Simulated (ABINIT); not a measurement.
A run of ABINIT 10.8.3 (patched build):

run.abi

```
# Datasets: one volume each
ndtset 7
getwfk -1
scalecart1 3*0.9795861087
scalecart2 3*0.9864848297
scalecart3 3*0.9932883884
scalecart4 3*1.0000000000
scalecart5 3*1.0066227096
scalecart6 3*1.0131594038
scalecart7 3*1.0196128224

# Pseudopotentials
pp_dirpath "./"
pseudos "Te.GGA_PBE-JTH.xml, Mg.GGA_PBE-JTH.xml"

# Structure
acell 4.5707365703 4.5707365703 4.5707365703 Angstrom
rprim
     0.0000000000     0.7071067812     0.7071067812
     0.7071067812     0.0000000000     0.7071067812
     0.7071067812     0.7071067812     0.0000000000
ntypat 2
znucl 52 12
natom 2
typat 1 2
xred
     0.2500000000     0.2500000000     0.2500000000
     0.0000000000     0.0000000000     0.0000000000

# Plane-wave basis
ecut 23.0
pawecutdg 45.0

# k points
kptopt 1
ngkpt 7 7 7
nshiftk 1
shiftk 0.0 0.0 0.0

# Exchange and correlation
ixc 7

# Bands and occupations
nband 12
occopt 3
tsmear 0.00183747

# SCF cycle
nstep 100
tolvrs 1.0e-9

# Output
iomode 3
prtwf 1
prtden 0
prteig 0
prtebands 0
enunit 1
```

Potentials or basis: JTH PAW PBE v2.0.

Run with:

```bash
$ abinit run.abi > log 2>&1
```

Hardware: 1 thread of Arm Neoverse V2, with other jobs on the host.

Q: How long does it take, and how much memory?

A: Run time: 84 s on 1 thread of Arm Neoverse V2 (shared host), peak memory 0.14 GiB. Counts: scf iterations 60, mpi ranks 1, k points 20, bands 12, plane waves 2281.
